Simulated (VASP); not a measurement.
# Si2Mo (I4/mmm) in VASP: notebook, part 2 of 2

VASP 6.6.1.

## (3) Single point, PBE

Input file INCAR:

```
ADDGRID = F ; ALGO = Normal
EDIFF = 1E-8 ; ENCUT = 900
GGA = PE ; ISIF = 2
ISMEAR = 1 ; LASPH = T
LCHARG = F ; LREAL = F
LWAVE = F ; NBANDS = 18
NELM = 100 ; PREC = Accurate
SIGMA = 0.1
```

Input file KPOINTS:

```
k-points
0
Gamma
  15 15 15
```

Input file POSCAR:

```
Si2Mo
1.0
   -1.6000000000      1.6000000000      3.9305000000
    1.6000000000     -1.6000000000      3.9305000000
    1.6000000000      1.6000000000     -3.9305000000
Mo Si
1 2
Direct
    0.0000000000      0.0000000000      0.0000000000
    0.6670000000      0.6670000000      0.0000000000
    0.3330000000      0.3330000000      0.0000000000
```

Potentials or basis: VASP PAW PBE potentials, release 64 (Mo_sv, Si).

Started as:

```sh
> cat potpaw_PBE.64/Mo_sv/POTCAR potpaw_PBE.64/Si/POTCAR > POTCAR
> mpirun -np 1 vasp_std > vasp.out
```

OUTCAR:

```text
EDIFF = 1E-8
   ENCUT = 900
   GGA = PE
   ISIF = 2
   ISMEAR = 1
   LASPH = T
   LREAL = F
   NELM = 100
   PREC = Accurate

 ion  position               nearest neighbor table
   1  0.000  0.000  0.000-   2 2.62   3 2.62   2 2.62   3 2.62   2 2.62   3 2.62   3 2.62   2 2.62
                             2 2.62   3 2.62
   2  0.667  0.667  0.000-   3 2.61   3 2.61   3 2.61   3 2.61   1 2.62   1 2.62   1 2.62   1 2.62
                             1 2.62   3 2.63
   3  0.333  0.333  0.000-   2 2.61   2 2.61   2 2.61   2 2.61   1 2.62   1 2.62   1 2.62   1 2.62
                             1 2.62   2 2.63

  LATTYP: Found a body centered tetragonal cell.
 ALAT       =     3.2000000000
 C/A-ratio  =     2.4565625000

  Lattice vectors:

 A1 = (  -1.6000000000,   1.6000000000,   3.9305000000)
 A2 = (   1.6000000000,  -1.6000000000,   3.9305000000)
 A3 = (   1.6000000000,   1.6000000000,  -3.9305000000)

Analysis of symmetry for initial positions (statically):
=====================================================================
 Subroutine PRICEL returns:
 Original cell was already a primitive cell.

 Routine SETGRP: Setting up the symmetry group for a
 body centered tetragonal supercell.

 Subroutine GETGRP returns: Found 16 space group operations
 (whereof 16 operations were pure point group operations)
 out of a pool of 16 trial point group operations.

The static configuration has the point symmetry D_4h.

Analysis of symmetry for dynamics (positions and initial velocities):
=====================================================================
 Subroutine PRICEL returns:
 Original cell was already a primitive cell.

 Routine SETGRP: Setting up the symmetry group for a
 body centered tetragonal supercell.

 Subroutine GETGRP returns: Found 16 space group operations
 (whereof 16 operations were pure point group operations)
 out of a pool of 16 trial point group operations.

The dynamic configuration has the point symmetry D_4h.

 Subroutine INISYM returns: Found 16 space group operations
 (whereof 16 operations are pure point group operations),
 and found     1 'primitive' translations

----------------------------------------------------------------------------------------

                                     Primitive cell

  volume of cell :      40.2483

  direct lattice vectors                    reciprocal lattice vectors
    -1.600000000  1.600000000  3.930500000     0.000000000  0.312500000  0.127210279
     1.600000000 -1.600000000  3.930500000     0.312500000  0.000000000  0.127210279
     1.600000000  1.600000000 -3.930500000     0.312500000  0.312500000  0.000000000

  length of vectors
     4.535287229  4.535287229  4.535287229     0.337399918  0.337399918  0.441941738

  position of ions in fractional coordinates (direct lattice)
     0.000000000  0.000000000  0.000000000
     0.667000000  0.667000000  0.000000000
     0.333000000  0.333000000  0.000000000

  ion indices of the primitive-cell ions
   primitive index   ion index
                 1           1
                 2           2
                 3           3

----------------------------------------------------------------------------------------

 KPOINTS: k-points

Automatic generation of k-mesh.
 Grid dimensions read from file:
 generate k-points for:   15   15   15

 Generating k-lattice:

  Cartesian coordinates                     Fractional coordinates (reciprocal lattice)
     0.000000000  0.020833333  0.008480685     0.066666667  0.000000000 -0.000000000
     0.020833333  0.000000000  0.008480685     0.000000000  0.066666667 -0.000000000
     0.020833333  0.020833333  0.000000000     0.000000000  0.000000000  0.066666667

  Length of vectors
     0.022493328  0.022493328  0.029462783

  Shift w.r.t. Gamma in fractional coordinates (k-lattice)
     0.000000000  0.000000000  0.000000000

 Subroutine IBZKPT returns following result:
 ===========================================

 Found    288 irreducible k-points:

 Following reciprocal coordinates:
            Coordinates               Weight
  0.000000  0.000000  0.000000      1.000000
  0.066667 -0.000000  0.000000      8.000000
  0.133333 -0.000000  0.000000      8.000000
  0.200000  0.000000  0.000000      8.000000
  0.266667 -0.000000  0.000000      8.000000
  0.333333  0.000000  0.000000      8.000000
[... 16 lines left out ...]
  0.133333  0.133333  0.000000      8.000000
  0.200000  0.133333  0.000000     16.000000
 [... further k-points ...]
   k-points           NKPTS =    288   k-points in BZ     NKDIM =    288   number of bands    NBANDS=     18
   number of dos      NEDOS =    301   number of ions     NIONS =      3
   total plane-waves  NPLWV = 110592
   dimension x,y,z NGX =    48 NGY =   48 NGZ =   48
   dimension x,y,z NGXF=    96 NGYF=   96 NGZF=   96
   ions per type =               1   2
   NGX,Y,Z   is equivalent  to a cutoff of  17.59, 17.59, 17.59 a.u.
   NGXF,Y,Z  is equivalent  to a cutoff of  35.19, 35.19, 35.19 a.u.
 SYSTEM =  unknown system
   PREC   = accura    normal or accurate (medium, high low for compatibility)
   ISTART =      0    job   : 0-new  1-cont  2-samecut
   ICHARG =      2    charge: 1-file 2-atom 10-const
   ISPIN  =      1    spin polarized calculation?
   LNONCOLLINEAR =      F non collinear calculations
   LSORBIT =      F    spin-orbit coupling
   LASPH  =      T    aspherical Exc in radial PAW
   ENCUT  =  900.0 eV  66.15 Ry    8.13 a.u.  11.09 11.09 11.09*2*pi/ulx,y,z
   NELM   =    100;   NELMIN=  2; NELMDL= -5     # of ELM steps
   EDIFF  = 0.1E-07   stopping-criterion for ELM
   LREAL  =      F    real-space projection
   EDIFFG = 0.1E-06   stopping-criterion for IOM
   NSW    =      0    number of steps for IOM
   IBRION =     -1    ionic relax: 0-MD 1-quasi-New 2-CG
   NFREE  =      0    steps in history (QN), initial steepest desc. (CG)
   ISIF   =      2    stress and relaxation
   ISYM   =      2    0-nonsym 1-usesym 2-fastsym
   POTIM  = 0.5000    time-step for ionic-motion
   TEBEG  =    0.0;   TEEND  =   0.0 temperature during run
   PSTRESS=    0.0 pullay stress
   NELECT =      22.0000    total number of electrons
   NUPDOWN=      -1.0000    fix difference up-down
   EMIN   =  10.00;   EMAX   =-10.00  energy-range for DOS
   EFERMI =   0.00;   METHOD = LEGACY
   ISMEAR =     1;   SIGMA  =   0.10  broadening in eV -4-tet -1-fermi 0-gaus
   EFERMI_NEDOS =   21; number of points for ismear=-14 and -15
   IALGO  =     38    algorithm
   IMIX   =      4    mixing-type and parameters
     AMIX     =   0.40;   BMIX     =  1.00
     AMIX_MAG =   1.60;   BMIX_MAG =  1.00
  volume/ion in A,a.u.               =      13.42        90.54
  Fermi-wavevector in a.u.,A,eV,Ry     =   1.338546  2.529484 24.377614  1.791704
  Thomas-Fermi vector in A             =   2.467007
   LORBIT       =      0    0 simple, 1 ext, 2 COOP (PROOUT), +10 PAW based schemes
   GGA     = PE    functional components
   LHFCALC =     F    Hartree Fock is set to
   AEXX    =    0.0000 exact exchange contribution
   IVDW    =     0    specifies the selected vdW correction
   LEPSILON=     F    determine dielectric tensor
   LRPA    =     F    only Hartree local field effects (RPA)
 non-spin polarized calculation
 Methfessel and Paxton  Order N= 1 SIGMA  =   0.10
  energy-cutoff  :      900.00
  volume of cell :       40.25
 maximum number of plane-waves:      2486
 NGX is ok and might be reduce to    48
   NGX = 23   NGY = 23   NGZ = 23

 number of electron      22.0000000 magnetization

 Free energy of the ion-electron system (eV)
  ---------------------------------------------------
  ext. energy  EPLUGINS =         0.00000000
  ---------------------------------------------------
  free energy    TOTEN  =       -23.25244606 eV

  energy without entropy =      -23.25219674  energy(sigma->0) =      -23.25236295

 E-fermi :  12.2632     XC(G=0): -12.4278

 val. band max:       12.2435333502   @ k =  -0.4000  -0.4667   0.4000
 cond. band min:      12.2649817819   @ k =  -0.4000   0.4000   0.4000
 fundamental gap:      0.0214484317
 Fermi energy:        12.2632369873

 k-point     1 :       0.0000    0.0000    0.0000
  band No.  band energies     occupation
      1     -48.4664      2.00000
      2     -22.6314      2.00000
      3     -22.5321      2.00000
      4     -22.5321      2.00000
      5      -1.1904      2.00000
      6       5.9299      2.00000
[... 10 lines left out ...]
     17      17.2931      0.00000
     18      17.2931      0.00000
[... 466 lines left out ...]
      2     -22.6242      2.00000
      3     -22.6158      2.00000
      4     -22.5657      2.00000
      5      -0.0568      2.00000
      6       5.3421      2.00000
[... 10 lines left out ...]
     17      18.8684      0.00000
     18      20.2946      0.00000

 [... further k-points ...]
[... 5 lines left out ...]
  --------------------------------------------------------------------------------------
  -------------------------------------------------------------------------------------
  Total        0.7169752      0.7169752      0.3947661      0.0000000     -0.0000000      0.0000000
  in kB       28.5408525     28.5408525     15.7145776      0.0000000     -0.0000000      0.0000000
  external PRESSURE =      24.2654275 kB  Pullay stress =       0.0000000 kB

 VOLUME and BASIS-vectors are now :
 -----------------------------------------------------------------------------
  energy-cutoff  :      900.00
  volume of cell :       40.25
      direct lattice vectors                 reciprocal lattice vectors
    -1.600000000  1.600000000  3.930500000     0.000000000  0.312500000  0.127210279
     1.600000000 -1.600000000  3.930500000     0.312500000  0.000000000  0.127210279
     1.600000000  1.600000000 -3.930500000     0.312500000  0.312500000  0.000000000

 POSITION                                       TOTAL-FORCE (eV/Angst)
 -----------------------------------------------------------------------------------
      0.00000      0.00000      0.00000         0.000000      0.000000      0.000000
      0.00000      0.00000      5.24329        -0.000000     -0.000000     -0.284466
      0.00000      0.00000      2.61771         0.000000      0.000000      0.284466
 -----------------------------------------------------------------------------------
    total drift:                                0.000000      0.000000     -0.000000

  FREE ENERGIE OF THE ION-ELECTRON SYSTEM (eV)
  ---------------------------------------------------
  free  energy   TOTEN  =       -23.2524460556 eV

  energy  without entropy=      -23.2521967427  energy(sigma->0) =      -23.25236295
```

OSZICAR:

```text
N       E                     dE             d eps       ncg     rms          rms(c)
DAV:   1     0.173736622423E+03    0.17374E+03   -0.15330E+04 10368   0.179E+03
DAV:   2    -0.190151855764E+02   -0.19275E+03   -0.18861E+03 11946   0.376E+02
DAV:   3    -0.241272485069E+02   -0.51121E+01   -0.50484E+01 13132   0.523E+01
DAV:   4    -0.241637555822E+02   -0.36507E-01   -0.36454E-01 12062   0.446E+00
DAV:   5    -0.241639956844E+02   -0.24010E-03   -0.24009E-03 12200   0.408E-01    0.214E+01
DAV:   6    -0.234145404317E+02    0.74946E+00   -0.58847E+00 10946   0.157E+01    0.467E+00
DAV:   7    -0.232875174033E+02    0.12702E+00   -0.90076E-01 10820   0.571E+00    0.444E+00
DAV:   8    -0.232531871207E+02    0.34330E-01   -0.99483E-02 11220   0.235E+00    0.448E-01
DAV:   9    -0.232525016207E+02    0.68550E-03   -0.19418E-03 12430   0.368E-01    0.253E-01
DAV:  10    -0.232524618115E+02    0.39809E-04   -0.50712E-04 11554   0.193E-01    0.528E-02
DAV:  11    -0.232524498467E+02    0.11965E-04   -0.17339E-04 11358   0.989E-02    0.420E-02
DAV:  12    -0.232524468399E+02    0.30068E-05   -0.26218E-05 11018   0.364E-02    0.825E-03
DAV:  13    -0.232524462442E+02    0.59577E-06   -0.13018E-06 11244   0.964E-03    0.252E-03
DAV:  14    -0.232524460754E+02    0.16873E-06   -0.46462E-08  9992   0.148E-03    0.578E-04
DAV:  15    -0.232524460394E+02    0.36048E-07   -0.42679E-09  5864   0.481E-04    0.815E-04
DAV:  16    -0.232524460554E+02   -0.15960E-07   -0.98824E-10  5664   0.231E-04    0.102E-04
DAV:  17    -0.232524460556E+02   -0.24784E-09   -0.56601E-11  5538   0.617E-05
   1 F= -.23252446E+02 E0= -.23252363E+02  d E =-.249313E-03
```

stdout:

```text
POSCAR found type information on POSCAR MoSi
 POSCAR found :  2 types and       3 ions
 scaLAPACK will be used
 LDA part: xc-table for (Slater+PW92), standard interpolation
 POSCAR, INCAR and KPOINTS ok, starting setup
 FFT: planning ... GRIDC
 FFT: planning ... GRID_SOFT
 FFT: planning ... GRID
 WAVECAR not read
 entering main loop
```

It took 8.9 min on 1 thread of Intel Xeon Platinum 8375C at 2.90GHz (Ice Lake), shared host; peak memory 0.65 GiB.

Results:

```
Free energy            : -23.2524 eV
Pressure               : 2.4 GPa
Largest force          : 0.284 eV/Å
Band gap on the k mesh : none (metal or under the smearing width)
```

Forces in eV/Å, atoms in the order of the input:
```
Mo   0.000  0.000  0.000
Si   0.000  0.000 -0.284
Si   0.000  0.000  0.284
```

## (4) For comparison

An earlier run on the cell as given: functional PBEsol; potentials or basis VASP PAW PBE potentials, release 64 (Mo_sv, Si); cutoff 520 eV; k mesh 12 × 12 × 12; occupations fermi-dirac, width 0.05 eV; no spin polarisation.

* Pressure: -2.4 GPa
* Largest force: 0.322 eV/Å
* Band gap on the k mesh: none (metal or under the smearing width)

## (5) Overview

```csv
level,potentials or basis,k mesh,cutoff (eV),smearing,ladder,mesh quality,gap on the mesh (eV),pressure (GPa),largest force (eV/Å)
PBE,"VASP PAW PBE potentials, release 64 (Mo_sv_GW, Si_GW)",6 × 6 × 6,500,gaussian 0.02 eV,-,coarse,none,1.6,0.26
PBE,"VASP PAW PBE potentials, release 64 (Mo_sv, Si)",15 × 15 × 15,900,methfessel-paxton 0.1 eV,-,not flagged,none,2.4,0.28
PBEsol,"VASP PAW PBE potentials, release 64 (Mo_sv, Si)",12 × 12 × 12,520,fermi-dirac 0.05 eV,free,not flagged,none,-2.4,0.32
```

Alike in all rows: task single point; no spin polarisation; cell as given.

Caveats: some runs use coarse meshes; the PAW data sets were made with another functional, which shifts forces and pressure a little (some runs).

Absolute energies hang on the potentials; compare differences alone.
